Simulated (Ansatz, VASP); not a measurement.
One calculation of BAs5, two programs

```
B As
1.0
     0.00000    3.85687    3.85687
     3.85687    0.00000    3.85687
     3.85687    3.85687    0.00000
B As
1 5
Cartesian
  1.9284 1.9284 1.9284
  6.7508 4.8198 4.8198
  4.8198 6.7508 4.8198
  4.8198 4.8198 6.7508
  6.7508 6.7508 6.7508
  3.8569 3.8569 3.8569
```

Change from the starting cell: species swapped into the Be5Fe type (F-43m, No. 216).

Alike in both runs: functional PBE; k mesh 4 × 4 × 4; occupations gaussian, width 0.1 eV; no spin polarisation.

Ansatz relaxed the structure, and its values are those at the end. VASP's run is a single point on that final structure, the one shown.

```csv
,VASP,Ansatz
version,VASP 6.6.1,Ansatz 0.2.0
potentials or method,"VASP PAW PBE potentials, release 64 (B, As)","scalar-relativistic, plane waves, PAW"
plane-wave cutoff (eV),520,420
valence electrons in the cell,28,78
```

```tsv
	VASP	Ansatz	Ansatz less VASP
gap on the k mesh at the Fermi level (eV)	none	none	-
pressure (GPa)	0.1	0.0	-0.12
rms of the force components (eV/Å)	0.022	0.021	-0.0006
```

A gap of «none» marks a metal or a gap that the smearing closes. The two sets of potentials don't hold the same shells in valence.
